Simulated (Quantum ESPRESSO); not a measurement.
# PbO2 under changes of volume

One of the cells (14.176 Å³/atom); the others are scaled copies at fixed shape and fractional positions:

```
Pb O
1.0
     4.99496    0.00000    0.00000
     0.00000    4.99496    0.00000
     0.00000    0.00000    3.40900
Pb O
2 4
Direct
  0.50000 0.50000 0.50000
  0.00000 0.00000 0.00000
  0.69257 0.69257 0.00000
  0.80743 0.19257 0.50000
  0.19257 0.80743 0.50000
  0.30743 0.30743 0.00000
```

The cell is a database's computed one.

| Property | Result |
| --- | --- |
| Program | Quantum ESPRESSO 7.5 |
| Functional | PBE |
| Potentials or basis | SSSP 1.3 efficiency PBE |
| Cutoff | 748 eV |
| Density cutoff | 5987 eV |
| k mesh | 6 × 6 × 8 |
| Occupations | fermi-dirac, width 0.05 eV |
| Spin | no spin polarisation |

| volume (Å³/atom) | energy over the lowest point (meV/atom) | pressure (GPa) | largest force (eV/Å) |
| --- | --- | --- | --- |
| 13.325 | 80.21 | 17.9 | 0.218 |
| 13.609 | 51.72 | 13.7 | 0.157 |
| 13.892 | 30.28 | 10.0 | 0.102 |
| 14.176 | 15.07 | 6.7 | 0.053 |
| 14.459 | 5.34 | 3.8 | 0.008 |
| 14.743 | ? | ? | ? |
| 15.026 | 0.00 | -1.1 | 0.072 |

Problem. What does the run at 14.743 Å³/atom give?

Solution. Energy over the lowest point 0.50 meV/atom; pressure 1.2 GPa; largest force 0.034 eV/Å.

Worked out: A Birch-Murnaghan fit of order 3 (a polynomial in V^(-2/3)) to the other rows has its minimum at 14.92 Å³/atom with B0 = V·E''(V) = 119 GPa and B' = 5.3 at fixed shape and positions, which overstates the stiffness. It gives 0.50 meV/atom at 14.743 Å³/atom, against the run's 0.50, and -dE/dV = 1.5 GPa, against 1.2.

Energies are extrapolated to zero smearing.
